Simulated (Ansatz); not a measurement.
# Convergence study of Ni, part 2 of 2

Aim: run Ni with the default SCF settings, then change one group of settings at a time and see what moves: the number of iterations, the state or the numbers. The cell (1 atom) is Ni in its deposited structure (space group Fm-3m). Source: COD entry 2100658; the sample's temperature and pressure aren't taken into account.

Ansatz 0.2.0; DFT r2SCAN, PAW, plane waves, scalar-relativistic. Earlier steps stand in the parts before.

## 5. Linear mixing, β 0.3, no preconditioner

input.yaml reads:

```yaml
crystal:
  lattice:
    - [0.0, 1.76586667, 1.76586667]
    - [1.76586667, 0.0, 1.76586667]
    - [1.76586667, 1.76586667, 0.0]
  atoms:
    - { symbol: Ni, position: [0.0, 0.0, 0.0], spin: 2.0 }
magnetization:
  spin_polarized: true
hamiltonian:
  xc: r2scan
  pseudopotentials: { kind: paw }
basis:
  ecutwfc: 500
kpoints:
  mp_grid: { grid: [14, 14, 14] }
scf:
  occupations: { method: fermi_dirac, width: 0.1 }
  lower_state_search: "off"
  algorithm: density_mixing
  max_iter: 60
  mixing: { algorithm: anderson, ndim: 1, beta: 0.3, preconditioner: none }
output:
  forces: true
  stress: true
```

The run is started by

```sh
$ ansatz run input.yaml --threads 2 --pin off --max-ram 5120MiB --backend cpu --events-out ev --progress --plain --runs-dir out
```

The program printed, cut to the lines that bear on the results:

```text
[... 21 lines as in an earlier run ...]
Starting moments: Σ|m| = 2 μB on 1 of 1 site
[... 3 lines as in an earlier run ...]
SCF iter   1: F=-5845.194894 eV  HF=-5844.887486 eV  |F-HF|=3.07e-1  |Δ(HF+E_count)|=         —  Δρ=1.11e-1 (↑8.97e-2 ↓1.11e-1)  dr2=2.86e-2  dr2_τ=1.68e-2  dr2_m=1.00e0  M=1.040 μB ∫|m|=1.179 μB  β_m=0.62  ethr=1.62e-4  ⟨swp⟩=1.0  Hψ=21484  notcnv=0
[...]
[... 1 line as in an earlier run ...]
[...]
SCF iter  37: F=-5845.296898 eV  HF=-5845.296897 eV  |F-HF|=1.17e-7  |Δ(HF+E_count)|=   6.79e-8  Δρ=4.32e-6 (↑2.92e-6 ↓4.32e-6)  dr2=3.44e-10  dr2_τ=3.00e-12  dr2_m=1.27e-9  M=0.756 μB ∫|m|=0.933 μB  ethr=2.96e-12  ⟨swp⟩=3.2  Hψ=7600  notcnv=0
[...]
[... 1 line as in an earlier run ...]
SCF converged after 37 iterations
Magnetization: 0.7556 μB (9.3778 up, 8.6222 down)
Absolute magnetization: 0.9344 μB (∫|ρ↑−ρ↓|, with the PAW one-centre terms)
Spin contamination: 0.0230 ħ² per cell (⟨S²⟩ above its minimum at these occupations)
Per-site moments (μB) at R_I (Å): [(0.8260593496381335, 1.0301414450483537)]
Free energy (F): -5845.296898 eV
[...]
E sigma→0 (E₀):  -5845.276120 eV
Entropy (-TS):   -0.041555 eV (-41.555 meV/atom)
Fermi energy:    17.838925 eV
[... 25 lines left out: energy terms, forces, stress ...]
```

It took 9 s on 2 threads of Arm Neoverse V1, shared host; peak memory 0.31 GiB.

Compared with step 2: the same free energy; 37 iterations in place of 15.

## 6. Linear mixing, β 0.2, no preconditioner

input.yaml: that of step 5 with these lines changed.

```diff
@@ -21,3 +21,3 @@
   max_iter: 60
-  mixing: { algorithm: anderson, ndim: 1, beta: 0.3, preconditioner: none }
+  mixing: { algorithm: anderson, ndim: 1, beta: 0.2, preconditioner: none }
 output:
```

The run is started by

```sh
$ ansatz run input.yaml --threads 2 --pin off --max-ram 5120MiB --backend cpu --events-out ev --progress --plain --runs-dir out
```

The program printed, cut to the lines that bear on the results:

```text
[... 21 lines as in an earlier run ...]
Starting moments: Σ|m| = 2 μB on 1 of 1 site
[... 3 lines as in an earlier run ...]
SCF iter   1: F=-5845.194894 eV  HF=-5844.887486 eV  |F-HF|=3.07e-1  |Δ(HF+E_count)|=         —  Δρ=1.11e-1 (↑8.97e-2 ↓1.11e-1)  dr2=2.86e-2  dr2_τ=1.68e-2  dr2_m=1.00e0  M=1.040 μB ∫|m|=1.179 μB  β_m=0.42  ethr=1.62e-4  ⟨swp⟩=1.0  Hψ=21484  notcnv=0
[...]
[... 1 line as in an earlier run ...]
[...]
SCF iter  56: F=-5845.296898 eV  HF=-5845.296897 eV  |F-HF|=1.62e-7  |Δ(HF+E_count)|=   5.56e-8  Δρ=5.12e-6 (↑3.41e-6 ↓5.12e-6)  dr2=4.87e-10  dr2_τ=5.52e-12  dr2_m=1.76e-9  M=0.756 μB ∫|m|=0.933 μB  ethr=3.58e-12  ⟨swp⟩=3.0  Hψ=7532  notcnv=0
[...]
[... 1 line as in an earlier run ...]
SCF converged after 56 iterations
Magnetization: 0.7556 μB (9.3778 up, 8.6222 down)
Absolute magnetization: 0.9345 μB (∫|ρ↑−ρ↓|, with the PAW one-centre terms)
Spin contamination: 0.0230 ħ² per cell (⟨S²⟩ above its minimum at these occupations)
Per-site moments (μB) at R_I (Å): [(0.8260748081387401, 1.0301414450483537)]
Free energy (F): -5845.296898 eV
[...]
E sigma→0 (E₀):  -5845.276120 eV
Entropy (-TS):   -0.041554 eV (-41.554 meV/atom)
Fermi energy:    17.838953 eV
[... 25 lines left out: energy terms, forces, stress ...]
```

It took 12 s on 2 threads of Arm Neoverse V1, shared host; peak memory 0.31 GiB.

56 iterations against 15; the same free energy.

## 7. Fermi–Dirac width 0.0005 eV, no switch to direct minimisation

input.yaml: that of step 6 with these lines changed.

```diff
@@ -17,3 +17,3 @@
 scf:
-  occupations: { method: fermi_dirac, width: 0.1 }
+  occupations: { method: fermi_dirac, width: 0.0005 }
   lower_state_search: "off"
@@ -21,3 +21,3 @@
   max_iter: 60
-  mixing: { algorithm: anderson, ndim: 1, beta: 0.2, preconditioner: none }
+  mixing: {}
 output:
```

The run is started by

```sh
$ ansatz run input.yaml --threads 2 --pin off --max-ram 5120MiB --backend cpu --events-out ev --progress --plain --runs-dir out
```

The program printed, cut to the lines that bear on the results:

```text
[... 21 lines as in an earlier run ...]
Starting moments: Σ|m| = 2 μB on 1 of 1 site
[... 2 lines as in an earlier run ...]
[...]
SCF iter   1: F=-5845.171539 eV  HF=-5844.862793 eV  |F-HF|=3.09e-1  |Δ(HF+E_count)|=         —  Δρ=1.09e-1 (↑8.88e-2 ↓1.09e-1)  dr2=2.81e-2  dr2_τ=1.67e-2  dr2_m=9.80e-1  M=1.049 μB ∫|m|=1.185 μB  β_m=0.63  ethr=1.59e-4  ⟨swp⟩=1.1  Hψ=21216  notcnv=0
[...]
[... 1 line as in an earlier run ...]
[...]
SCF iter  16: F=-5845.275348 eV  HF=-5845.275348 eV  |F-HF|=2.21e-9  |Δ(HF+E_count)|=   4.91e-8  Δρ=8.69e-7 (↑8.09e-8 ↓8.69e-7)  dr2=4.67e-11  dr2_τ=1.80e-13  dr2_m=1.94e-11  M=0.769 μB ∫|m|=0.946 μB  ethr=4.30e-12  ⟨swp⟩=1.9  Hψ=8940  notcnv=0
[...]
[... 1 line as in an earlier run ...]
SCF converged after 16 iterations
Magnetization: 0.7690 μB (9.3845 up, 8.6155 down)
Absolute magnetization: 0.9475 μB (∫|ρ↑−ρ↓|, with the PAW one-centre terms)
Spin contamination: 0.0231 ħ² per cell (⟨S²⟩ above its minimum at these occupations)
Per-site moments (μB) at R_I (Å): [(0.8392027109390594, 1.0301414450483537)]
Free energy (F): -5845.275348 eV
[...]
E sigma→0 (E₀):  -5845.275347 eV
Entropy (-TS):   -0.000003 eV (-0.003 meV/atom)
Fermi energy:    17.887898 eV
[...]
--- Forces (eV/Å), atoms counted from 1 ---
  atom   1  Ni    -0.00000000     0.00000000     0.00000000
[...]
--- Stress (GPa, compression-positive) ---
       -8.862907       0.000000      -0.000000
        0.000000      -8.862907       0.000000
       -0.000000       0.000000      -8.862907
  P = ⅓ Tr σ = -8.8629 GPa (-88.629 kbar)
```

It took 5.3 s on 2 threads of Arm Neoverse V1, shared host; peak memory 0.32 GiB.

It takes 16 iterations (default 15). Against the default run: free energy shifted by +21.5 meV/atom, zero-width estimate shifted by +0.8 meV/atom, pressure -8.9 GPa against -8.7.

## 8. Anderson, β 0.8, history 12, no preconditioner

input.yaml: that of step 7 with these lines changed.

```diff
@@ -17,3 +17,3 @@
 scf:
-  occupations: { method: fermi_dirac, width: 0.0005 }
+  occupations: { method: fermi_dirac, width: 0.1 }
   lower_state_search: "off"
@@ -21,3 +21,3 @@
   max_iter: 60
-  mixing: {}
+  mixing: { algorithm: anderson, ndim: 12, beta: 0.8, preconditioner: none }
 output:
```

The run is started by

```sh
$ ansatz run input.yaml --threads 2 --pin off --max-ram 5120MiB --backend cpu --events-out ev --progress --plain --runs-dir out
```

The program printed, cut to the lines that bear on the results:

```text
[... 21 lines as in an earlier run ...]
Starting moments: Σ|m| = 2 μB on 1 of 1 site
[... 3 lines as in an earlier run ...]
SCF iter   1: F=-5845.194894 eV  HF=-5844.887486 eV  |F-HF|=3.07e-1  |Δ(HF+E_count)|=         —  Δρ=1.11e-1 (↑8.97e-2 ↓1.11e-1)  dr2=2.86e-2  dr2_τ=1.68e-2  dr2_m=1.00e0  M=1.040 μB ∫|m|=1.179 μB  β_m=1.67  ethr=1.62e-4  ⟨swp⟩=1.0  Hψ=21484  notcnv=0
[...]
[... 1 line as in an earlier run ...]
[...]
SCF iter  15: F=-5845.296898 eV  HF=-5845.296898 eV  |F-HF|=3.31e-10  |Δ(HF+E_count)|=   9.12e-9  Δρ=3.56e-6 (↑3.56e-6 ↓1.32e-6)  dr2=1.15e-9  dr2_τ=4.26e-12  dr2_m=2.22e-10  M=0.756 μB ∫|m|=0.933 μB  ethr=4.97e-12  ⟨swp⟩=1.8  Hψ=9268  notcnv=0
[...]
[... 1 line as in an earlier run ...]
SCF converged after 15 iterations
Magnetization: 0.7555 μB (9.3778 up, 8.6222 down)
Absolute magnetization: 0.9343 μB (∫|ρ↑−ρ↓|, with the PAW one-centre terms)
Spin contamination: 0.0229 ħ² per cell (⟨S²⟩ above its minimum at these occupations)
Per-site moments (μB) at R_I (Å): [(0.8259644923263874, 1.0301414450483537)]
Free energy (F): -5845.296898 eV
[...]
E sigma→0 (E₀):  -5845.276118 eV
Entropy (-TS):   -0.041559 eV (-41.559 meV/atom)
Fermi energy:    17.838733 eV
[... 25 lines left out: energy terms, forces, stress ...]
```

It took 4.9 s on 2 threads of Arm Neoverse V1, shared host; peak memory 0.32 GiB.

15 iterations, as in the default run; the same free energy.

## 9. Comparison

| step | settings | iterations | time | against the default run |
| --- | --- | --- | --- | --- |
| 2 | default SCF settings | 15 | 5.7 s | reference |
| 3 | tetrahedron occupations | 14 | 4.8 s | free energy shifted by +21.5 meV/atom, zero-width estimate shifted by +0.8 meV/atom, pressure -9.2 GPa against -8.7 |
| 4 | 1 band beyond the filled ones | 15 | 4.4 s | the same free energy |
| 5 | linear mixing, β 0.3, no preconditioner | 37 | 9 s | the same free energy |
| 6 | linear mixing, β 0.2, no preconditioner | 56 | 12 s | the same free energy |
| 7 | Fermi–Dirac width 0.0005 eV, no switch to direct minimisation | 16 | 5.3 s | free energy shifted by +21.5 meV/atom, zero-width estimate shifted by +0.8 meV/atom, pressure -8.9 GPa against -8.7 |
| 8 | Anderson, β 0.8, history 12, no preconditioner | 15 | 4.9 s | the same free energy |

Decimal logarithm of the largest residual (eV) by iteration, counted through all cycles of a run:

```csv
iteration,step 2,step 3,step 4,step 5,step 6,step 7,step 8
1,0.0,0.0,0.0,0.0,0.0,0.0,0.0
2,-0.7,-0.6,-0.7,-0.7,-0.4,-0.7,-0.7
3,-2.3,-2.6,-2.3,-2.0,-0.9,-2.3,-1.5
4,-2.4,-2.3,-2.4,-2.2,-1.7,-2.3,-1.5
5,-2.5,-2.4,-2.5,-2.5,-2.2,-2.6,-2.0
6,-4.0,-3.5,-4.0,-2.7,-2.3,-3.1,-3.3
11,-6.5,-6.3,-6.4,-3.8,-3.0,-5.6,-6.3
16,-,-,-,-5.0,-3.7,-10.3,-
21,-,-,-,-6.0,-4.5,-,-
26,-,-,-,-6.9,-5.2,-,-
31,-,-,-,-7.8,-5.8,-,-
36,-,-,-,-8.7,-6.4,-,-
41,-,-,-,-,-7.0,-,-
46,-,-,-,-,-7.6,-,-
51,-,-,-,-,-8.2,-,-
56,-,-,-,-,-8.8,-,-
```

## 10. What came out

This closing draws on all 2 parts.

```
                                                              quantity                                                                                                 value
                                                           default run  15 iterations, ferromagnetic, site moments Ni1 0.83 μB, total 0.76 μB per cell, no gap on the k-mesh
                  fewest iterations to that state among the runs shown                                                                             15 (default SCF settings)
                                                 most iterations to it                                                          56 (linear mixing, β 0.2, no preconditioner)
           runs that end in another state, among changes of path alone                                                                                                     0
largest shift of the free energy by occupations, cutoff, mesh or field                        +21.5 meV/atom (Fermi–Dirac width 0.0005 eV, no switch to direct minimisation)
```

**Reading.** 5 runs solve the same problem and reach the default's state, in 15 to 56 iterations: there the settings change the path, not the answer. Occupations, cutoff, mesh and fields change the problem that is solved, not just the path; the largest shift here is that of “Fermi–Dirac width 0.0005 eV, no switch to direct minimisation”. Other settings tried on this cell gave no result: linear mixing, β 0.05, no preconditioner (not converged after 60 iterations, still settling); iteration limit 8 (not converged after 8 iterations, still settling). Counts include iterations that the program adds to test a close, so a difference of one or two ranks nothing. The starting density is a sum of atomic densities.
